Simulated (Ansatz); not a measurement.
A run of Ansatz 0.2.0 is set up as follows.

The input input.yaml:

```yaml
crystal:
  lattice:
    - [0.0, 2.211323, 2.211323]
    - [2.211323, 0.0, 2.211323]
    - [2.211323, 2.211323, 0.0]
  atoms:
    - { symbol: Ta, position: [0.5, 0.5, 0.5] }
    - { symbol: "N", position: [0.0, 0.0, 0.0] }
kpoints:
  mp_grid: { grid: [10, 10, 10] }
  band_path:
    path:
      - [0.0, 0.0, 0.0]
      - [0.5, 0.0, 0.5]
      - [0.5, 0.25, 0.75]
      - [0.375, 0.375, 0.75]
      - [0.0, 0.0, 0.0]
      - [0.5, 0.5, 0.5]
      - [0.625, 0.25, 0.625]
      - [0.5, 0.25, 0.75]
    npoints: 6
scf:
  occupations: { method: fermi_dirac, width: 0.05 }
hamiltonian:
  xc: lda
  pseudopotentials: { kind: all_electron, lapw: { basis_error: 0.001 } }
output:
  forces: true
  stress: true
  eigenvalues: true
```

Potentials or basis: all-electron LAPW, scalar-relativistic.

Command:

```bash
$ ansatz run input.yaml --threads 1 --pin off --max-ram 3072MiB --backend cpu --events-out ev --progress --plain --runs-dir out
```

(1) Predict the pressure.

(2) Estimate the band gap along the path.

Results:

(1) -17.1 GPa.

(2) none (metal or under the smearing width).

Caveat: so large a pressure means that the cell lies far from this level's equilibrium, or that cutoff or potentials fall short; spin-orbit coupling is left out, which moves the levels of the heavy elements.
